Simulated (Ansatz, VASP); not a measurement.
# One calculation of GaP, two programs

INCAR

```
SYSTEM = GaP
PREC     = Accurate       ! precision mode
ENCUT    = 600            ! plane-wave cutoff, eV
EDIFF    = 1E-7           ! SCF threshold, eV
ISMEAR   = -1             ! smearing method
SIGMA    = 0.05           ! smearing width, eV
LREAL    = .FALSE.        ! projectors in reciprocal space
LASPH    = .TRUE.         ! aspherical terms in the spheres
NELM     = 80             ! most SCF steps
ALGO     = Normal         ! electronic algorithm
ISIF     = 3              ! what is computed and relaxed
LWAVE    = .FALSE.        ! write WAVECAR
LCHARG   = .FALSE.        ! write CHGCAR
GGA      = PS             ! functional
IBRION   = 2              ! ionic algorithm
NSW      = 40             ! ionic steps
EDIFFG   = -0.01          ! ionic threshold
```

KPOINTS

```
regular mesh
0
G
  8 8 8
  0 0 0
```

File POSCAR:

```
GaP
1.0
    0.0000000000      2.7252500000      2.7252500000
    2.7252500000      0.0000000000      2.7252500000
    2.7252500000      2.7252500000      0.0000000000
Ga P
1 1
Direct
    0.0000000000      0.0000000000      0.0000000000
    0.7500000000      0.7500000000      0.7500000000
```

Contents of input.yaml:

```yaml
crystal:
  lattice:
    - [0.0, 2.72525, 2.72525]
    - [2.72525, 0.0, 2.72525]
    - [2.72525, 2.72525, 0.0]
  atoms:
    - { symbol: Ga, position: [0.0, 0.0, 0.0] }
    - { symbol: P, position: [0.75, 0.75, 0.75] }
hamiltonian:
  xc: pbesol
  pseudopotentials: { kind: paw }
kpoints:
  mp_grid: { grid: [8, 8, 8] }
scf:
  occupations: { method: fermi_dirac, width: 0.05 }
output:
  forces: true
  stress: true
  eigenvalues: true
relax:
  f_tol: 0.01
  max_steps: 40
  cell: { stress_tol: 0.05 }
```

Alike in both runs: task relaxation of cell and atoms; functional PBEsol; k mesh 8 × 8 × 8; occupations fermi-dirac, width 0.05 eV; no spin polarisation.

|  | VASP | Ansatz |
| --- | --- | --- |
| version | VASP 6.6.1 | Ansatz 0.2.0 |
| potentials or method | VASP PAW PBE potentials, release 64 (Ga_d, P) | Ansatz PAW |
| plane-wave cutoff (eV) | 600 | 420 |
| valence electrons in the cell | 18 | 18 |

VASP gave:

* gap on the k mesh at the Fermi level, each at its own relaxed structure (eV): 1.50
* relaxed volume (Å³/atom): 20.09
* relaxed cell length with the largest relative difference (Å): 3.844

Question: What did Ansatz give for the same quantities?

Answer: gap on the k mesh at the Fermi level, each at its own relaxed structure (eV): 1.50; relaxed volume (Å³/atom): 20.11; relaxed cell length with the largest relative difference (Å): 3.846.

Caveats: the PAW data sets were made with another functional, which shifts forces and pressure a little (VASP); the plane-wave basis is chosen anew once the cell has moved, so the energies of steps on either side of that aren't comparable (Ansatz); the PAW data sets come from PBE, with cores solved anew for the run's functional, which leaves a small shift of forces and pressure (Ansatz). A k mesh can miss the band edges.
